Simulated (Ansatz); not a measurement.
# LiF: energy along a strain

LiF, Pm-3m, a = 2.560 Å (as given, not relaxed at this level: -7.7 GPa). This isn't the usual stable structure of the compound. Ansatz: LDA, PAW, 420 eV, Γ-centred 10×10×10 mesh on 2 atoms, Gaussian smearing 0.05 eV; no spin polarisation. Cell vectors (Å): 2.560 0.000 0.000; 0.000 2.560 0.000; 0.000 0.000 2.560. The cell is strained by x per cent times the pattern (1 1 0 0 0 0) in the order xx yy zz yz xz xy (engineering shears), with fractional coordinates held. y is the free energy over the start, V0 = 8.384 Å³/atom.

```tsv
x (%)	y (meV/atom)
-2.00	?
-1.50	-9.51
-1.00	-6.90
-0.50	-3.72
0.00	0.00
0.50	4.32
1.00	9.07
1.50	14.36
1.75	17.17
2.00	20.08
```

Problem. Fit y = c1 x + c2 x² + c3 x³ to the other rows, get the stiffness along the pattern, and predict the missing energy.

Solution. Least squares on the rows shown. y = 8.0354 x + 1.0790 x² − 0.037477 x³. The clamped-ion stiffness p·C·p = 2 × 10.79 eV × 160.2 / 8.384 Å³ = 412 GPa (second derivative at the start, which stands under stress). At x = -2.00 the fit asked for gives -11.45 meV/atom. The run gave -11.51 meV/atom, so the fit is 0.06 meV/atom too high, a small miss on the scale of the series.